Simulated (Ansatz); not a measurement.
**The equilibrium volume of SiO2, sorted by core time**

```
Si O
1.0
    -2.62334    4.77675    4.44167
     2.62334   -4.77675    4.44167
     2.62334    4.77675   -4.44167
Si O
4 8
Cartesian
  2.6233 -0.8083 3.0643
  2.6233 3.9685 -3.0643
  0.0000 5.5850 1.3774
  0.0000 0.8083 7.5059
  0.0000 4.7768 0.0000
  0.0000 0.0000 0.0000
  -1.3117 5.1892 2.2208
  1.3117 -0.4125 2.2208
  1.3117 4.3643 -2.2208
  1.3117 5.1892 2.2208
  0.0000 7.1651 1.0599
  2.6233 -2.3884 3.3818
```

The cell comes from a database or a generator and needn't be the stable form of this composition.

| rung | level | program and potentials | cutoff (eV) | k mesh | core time | chip | equilibrium volume (Å³/atom) | notes |
| --- | --- | --- | --- | --- | --- | --- | --- | --- |
| GGA | PBEsol | Ansatz, Ansatz PAW | 420 | 6 × 6 × 6 | 6.7 min | Intel Xeon Skylake/Cascade Lake | 18.73 | potentials made for PBE, which Ansatz adapts in part |
| GGA + dispersion | BLYP+D3(BJ) | Ansatz, Ansatz PAW | 420 | 6 × 6 × 6 | 26 min | Intel Xeon Skylake/Cascade Lake | 17.96 | potentials made for PBE, which Ansatz adapts in part |
| GGA | PBEsol | Ansatz, all-electron LAPW, scalar-relativistic | - | 5 × 5 × 5 | 44 min | AMD EPYC Zen 3 | 18.74 | coarse mesh |
| LDA | LDA | Ansatz, all-electron LAPW, scalar-relativistic | - | 5 × 5 × 5 | 63 min | AMD EPYC Zen 3 | 18.30 | coarse mesh |

Times are single runs on shared hosts and different chips, so they are rough; meshes, cutoffs and the tasks' sizes weigh on the time. Task: relaxation of cell and atoms. All rows: no spin polarisation. Meshes differ between rows, which moves values too. Meshes are those of the run's cell of 12 atoms unless a note names another. Relaxations start from the cell shown or near it and stop with a little pressure left. Runs on faulty files, with rough fits or with known faults for this quantity aren't shown. PBE isn't shown for this crystal. No row holds spin-orbit coupling.

By rung: GGA 18.73; GGA + dispersion 17.96; LDA on coarse meshes 18.30; GGA on coarse meshes 18.74 (Å³/atom).

The two PBEsol volumes, 18.73 and 18.74 Å³/atom, nearly coincide, so the choice between PAW and all-electron treatment seems to matter little here, and the spread comes mainly from the functional. LDA lies below PBEsol in the matching all-electron setup, as its usual overbinding would suggest. The surprise is BLYP+D3(BJ), which at 17.96 Å³/atom is smaller even than LDA, although BLYP alone normally gives long bonds and large volumes.

The structure is an open network of corner-sharing SiO4 tetrahedra, much less dense than quartz. Its Si–O bonds are stiff, but the Si–O–Si hinges bend at little energy cost, so weak forces can change the volume by rotating nearly rigid tetrahedra. Dispersion attraction across the voids probably folds the framework in this way, though BLYP's own description of the hinges may also contribute. The volumes alone can't show whether the contraction comes from closing angles or shorter bonds; the relaxed Si–O distances and Si–O–Si angles would settle that.
